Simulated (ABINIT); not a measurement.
# TiO2 (P1) in ABINIT: single point with PBE

Aim: the single point of TiO2 with PBE.

All numbers are computed with ABINIT 10.8.3 (patched build); they aren't measurements. Logs are shortened: lines on timing, memory, paths and dates and some standing lists are left out, and cuts for length are marked. The log counts tension as positive stress, the text compression.

## (1) The cell of the first run

The typed cell holds 12 atoms: a = 4.813 Å, b = 4.872 Å, c = 5.041 Å, α = 90.00°, β = 99.86°, γ = 90.00°.

The cell comes from a database or a generator and needn't be the stable form of this composition.

## (2) Single point, PBE (atoms moved at random, drawn with an rms of 0.05 Å)

Input file run.abi:

```
pp_dirpath "./"
pseudos "Ti.GGA_PBE-JTH.xml, O.GGA_PBE-JTH.xml"

acell 9.0946845069 9.2065273402 9.5260998341
rprim
     1.0000000000     0.0000000000     0.0000000000
     0.0000000000     1.0000000000     0.0000000000
    -0.1711736391     0.0000000000     0.9852408768
ntypat 2
znucl 22 8
natom 12
typat 1 1 1 1 2 2 2 2 2 2 2 2
xred
     0.2742460000     0.0577550000     0.2244820000
     0.7273690000     0.5490900000     0.2855620000
     0.7295480000     0.9526850000     0.7854330000
     0.2835660000     0.4497150000     0.7199840000
     0.0725900000     0.1854130000     0.8435590000
     0.9370760000     0.6870470000     0.6473460000
     0.9509030000     0.8282380000     0.1520200000
     0.0641060000     0.3193250000     0.3632650000
     0.4517750000     0.7615600000     0.4724820000
     0.5556400000     0.2655380000     0.0386970000
     0.5633100000     0.2405790000     0.5312130000
     0.4386890000     0.7381480000     0.9567760000
chkprim 0
chksymtnons 0
tolsym 1.0e-6

ecut 23.0
pawecutdg 45.0
pawxcdev 0
pawovlp 30

kptopt 1
ngkpt 6 6 6
nshiftk 1
shiftk 0.0 0.0 0.0

ixc 11

nband 58
occopt 3
tsmear 0.00183747

nstep 100
tolvrs 1.0e-9

iomode 3
prtwf 0
prtden 0
prteig 0
prtebands 0
enunit 2
```

Potentials or basis: JTH PAW PBE v2.0.

The run is started by

```bash
$ abinit run.abi > log 2>&1
```

run.abo:

```text
.Version 10.8.3 of ABINIT
 Symmetries : space group P1 (#  1); Bravais aP (primitive triclinic)
================================================================================
 Values of the parameters that define the memory need of the present run
     intxc =       0    ionmov =       0      iscf =      17    lmnmax =      18
     lnmax =       6     mgfft =      45  mpssoang =       3    mqgrid =    3001
     natom =      12  nloc_mem =       2    nspden =       1   nspinor =       1
    nsppol =       1      nsym =       1    n1xccc =       1    ntypat =       2
    occopt =       3   xclevel =       2
       mpw =        4162          nfft =       72000          nkpt =         112
 PAW method is used; the additional fine FFT grid is defined by:
   mgfftf=        60    nfftf =    216000
================================================================================
================================================================================

--------------------------------------------------------------------------------
------------- Echo of variables that govern the present computation ------------
--------------------------------------------------------------------------------
 -outvars: echo values of preprocessed input variables --------
            acell      9.0946845069E+00  9.2065273402E+00  9.5260998341E+00 Bohr
              amu      4.78800000E+01  1.59994000E+01
          chkprim           0
      chksymtnons           0
             ecut      2.30000000E+01 Hartree
           enunit           2
                       outvar_i_n : Printing only first  50 k-points.
              ixc          11
                       outvar_i_n : Printing only first  50 k-points.
         kptrlatt        6    0    0      0    6    0      0    0    6
          kptrlen      5.45681070E+01
            natom          12
            nband          58
            ngfft          40      40      45
          ngfftdg          60      60      60
             nkpt         112
            nstep         100
             nsym           1
           ntypat           2
                       prtocc : prtvol=0, do not print more k-points.
           occopt           3
        pawecutdg      4.50000000E+01 Hartree
          pawovlp      3.0000000000E+01
         pawxcdev           0
           prtden           0
        prtebands           0
           prteig           0
            prtwf           0
            rprim      1.0000000000E+00  0.0000000000E+00  0.0000000000E+00
                       0.0000000000E+00  1.0000000000E+00  0.0000000000E+00
                      -1.7117363910E-01  0.0000000000E+00  9.8524087680E-01
          spgroup           1
           tolsym      1.00000000E-06
           tolvrs      1.00000000E-09
           tsmear      1.83747000E-03 Hartree
[... 327 lines left out ...]
'-kT*entropy'       : -7.48840799457305E-13
total_energy        : -3.64486420582127E+02
total_energy_eV     : -9.91818077187533E+03
...

--- !EnergyTermsDC
iteration_state     : {dtset: 1, }
comment             : '"Double-counting" decomposition of free energy'
band_energy         : -4.07919420341320E+01
Ewald energy        : -2.75303669164581E+02
psp_core            :  1.69457552037002E+01
xc_dc               : -6.83110217941352E+01
PAW spherical_terms :  2.97445598251132E+00
internal            : -3.64486421806636E+02
'-kT*entropy'       : -7.48840799457305E-13
total_energy_dc     : -3.64486421806637E+02
total_energy_dc_eV  : -9.91818080519595E+03
...

--- !EnergyTermsWithPAWCore
iteration_state     : {dtset: 1, }
comment             : 'Components of total free energy, including PAW core contributions'
Total energy        : -4.01802341119808E+03
Total energy DC     : -4.01802341242259E+03
Total energy (eV)   : -1.09335986987505E+05
Total energy DC (eV): -1.09335987020826E+05
...

 Cartesian components of stress tensor (hartree/bohr^3)
  sigma(1 1)= -1.47798850E-04  sigma(3 2)= -2.64987628E-05
  sigma(2 2)= -2.06438412E-04  sigma(3 1)= -1.36844204E-05
  sigma(3 3)= -2.09996852E-04  sigma(2 1)= -1.11101530E-05

-Cartesian components of stress tensor (GPa)         [Pressure=  5.5334E+00 GPa]
- sigma(1 1)= -4.34839228E+00  sigma(3 2)= -7.79620519E-01
- sigma(2 2)= -6.07362776E+00  sigma(3 1)= -4.02609548E-01
- sigma(3 3)= -6.17832071E+00  sigma(2 1)= -3.26871987E-01

== END DATASET(S) ==============================================================
================================================================================

 -outvars: echo values of variables after computation  --------
            acell      9.0946845069E+00  9.2065273402E+00  9.5260998341E+00 Bohr
           etotal     -3.6448642181E+02
            fcart      1.5051706664E-02 -5.3622675106E-03 -1.0784478386E-02
                      -5.5084541377E-03  1.7836759008E-02  3.7050838483E-03
                      -4.6594384836E-03 -8.7815207405E-03  1.0070407307E-03
                       7.6882357381E-03  6.4894055356E-03 -7.8731167522E-03
                      -1.4401314262E-02 -1.1204381942E-02  1.6621010083E-02
                       5.4744296257E-03 -6.6444620459E-03  2.0226301991E-03
                      -2.0354440613E-02 -1.0974907773E-02 -3.9986881429E-03
                      -8.3275896291E-04  6.7251793673E-03 -1.1376536595E-02
                      -3.6295496215E-04 -3.4261309416E-03 -1.2920543669E-02
                       5.2026799857E-03 -1.2677247065E-02 -2.4044706309E-03
                      -4.4002385021E-03  9.2635482544E-03  5.5915789938E-03
                       1.7102547909E-02  1.8756025853E-02  2.0410490321E-02
            rprim      1.0000000000E+00  0.0000000000E+00  0.0000000000E+00
                       0.0000000000E+00  1.0000000000E+00  0.0000000000E+00
                      -1.7117363910E-01  0.0000000000E+00  9.8524087680E-01
           strten     -1.4779884962E-04 -2.0643841154E-04 -2.0999685249E-04
                      -2.6498762830E-05 -1.3684420396E-05 -1.1110153031E-05
           xangst      1.1261614122E+00  2.8137568680E-01  1.1149110154E+00
                       3.2542013306E+00  2.6751030363E+00  1.4182705936E+00
                       2.8333567915E+00  4.6413712436E+00  3.9009270390E+00
                       7.4345430879E-01  2.1909595184E+00  3.5758684105E+00
                      -3.7854090886E-01  9.0331071277E-01  4.1896152977E+00
                       3.9512800140E+00  3.3472136003E+00  3.2151049358E+00
                       4.4452348113E+00  4.0350798386E+00  7.5502166127E-01
                      -4.9331503445E-03  1.5557145041E+00  1.8041898683E+00
                       1.7665596000E+00  3.7102323268E+00  2.3466263949E+00
                       2.6407374265E+00  1.2936704549E+00  1.9219229855E-01
                       2.2526659445E+00  1.1720730907E+00  2.6383194431E+00
                       1.2856903654E+00  3.5961717679E+00  4.7519182014E+00
             xred      2.7424600000E-01  5.7755000000E-02  2.2448200000E-01
                       7.2736900000E-01  5.4909000000E-01  2.8556200000E-01
                       7.2954800000E-01  9.5268500000E-01  7.8543300000E-01
                       2.8356600000E-01  4.4971500000E-01  7.1998400000E-01
                       7.2590000000E-02  1.8541300000E-01  8.4355900000E-01
                       9.3707600000E-01  6.8704700000E-01  6.4734600000E-01
                       9.5090300000E-01  8.2823800000E-01  1.5202000000E-01
                       6.4106000000E-02  3.1932500000E-01  3.6326500000E-01
                       4.5177500000E-01  7.6156000000E-01  4.7248200000E-01
                       5.5564000000E-01  2.6553800000E-01  3.8697000000E-02
                       5.6331000000E-01  2.4057900000E-01  5.3121300000E-01
                       4.3868900000E-01  7.3814800000E-01  9.5677600000E-01
 Calculation completed.
```

Run time: 63 min. Hardware: 1 thread of Intel Xeon Platinum 8488C (Sapphire Rapids), shared host; peak memory 0.72 GiB.

Results:

* Free energy: -9918.1808 eV
* Pressure: 5.5 GPa
* Largest force: 1.675 eV/Å
* Band gap on the k mesh: 2.27 eV, indirect (least direct gap 2.40 eV)

Forces in eV/Å, atoms in the order of the input:
```
Ti   0.774 -0.276 -0.555
Ti  -0.283  0.917  0.191
Ti  -0.240 -0.452  0.052
Ti   0.395  0.334 -0.405
O   -0.741 -0.576  0.855
O    0.282 -0.342  0.104
O   -1.047 -0.564 -0.206
O   -0.043  0.346 -0.585
O   -0.019 -0.176 -0.664
O    0.268 -0.652 -0.124
O   -0.226  0.476  0.288
O    0.879  0.964  1.050
```

Stress tensor (GPa, compression positive):
```
4.35 0.33 0.40
0.33 6.07 0.78
0.40 0.78 6.18
```

Caveat: the atomic spheres overlap. A k mesh can miss the band edges.
